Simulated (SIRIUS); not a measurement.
**ZnO (zincite) under changes of volume**

One of the cells (12.138 Å³/atom); the others are scaled copies at fixed shape and fractional positions:

```
CELL_PARAMETERS angstrom
3.27083 0.00000 0.00000
-1.63541 2.83262 0.00000
0.00000 0.00000 5.24018
ATOMIC_POSITIONS crystal
Zn 0.66667 0.33333 0.00000
Zn 0.33333 0.66667 0.50000
O 0.33333 0.66667 0.87901
O 0.66667 0.33333 0.37901
```

```yaml
Program: SIRIUS 7.12.0
Functional: PBE
Potentials_or_basis: all-electron FP-LAPW
Cutoff: 344 eV
Basis: apw+lo standard
k_mesh: 9 × 9 × 5
Occupations: fermi-dirac, width 0.05 eV
Spin: no spin polarisation
```

| volume (Å³/atom) | energy over the lowest point (meV/atom) | gap on the mesh (eV) |
| --- | --- | --- |
| 11.186 | 49.35 | 0.92 |
| 11.424 | 29.50 | 0.89 |
| 11.662 | 15.20 | 0.86 |
| 12.138 | 0.86 | 0.80 |
| 12.376 | 0.00 | 0.77 |
| 12.614 | ? | ? |

Question: What does the run at 12.614 Å³/atom give?

Answer: Energy over the lowest point 2.72 meV/atom; gap on the mesh 0.74 eV.

Worked out: A Birch-Murnaghan fit of order 3 (a polynomial in V^(-2/3)) to the other rows has its minimum at 12.31 Å³/atom with B0 = V·E''(V) = 131 GPa and B' = 4.2 at fixed shape and positions, which overstates the stiffness. It gives 2.77 meV/atom at 12.614 Å³/atom, against the run's 2.72. A straight line through the other rows of the gap, of slope -1.49 eV per unit of ln V (its deformation potential), extrapolates to 0.74 eV, against the run's 0.74.

Energies are extrapolated to zero smearing.
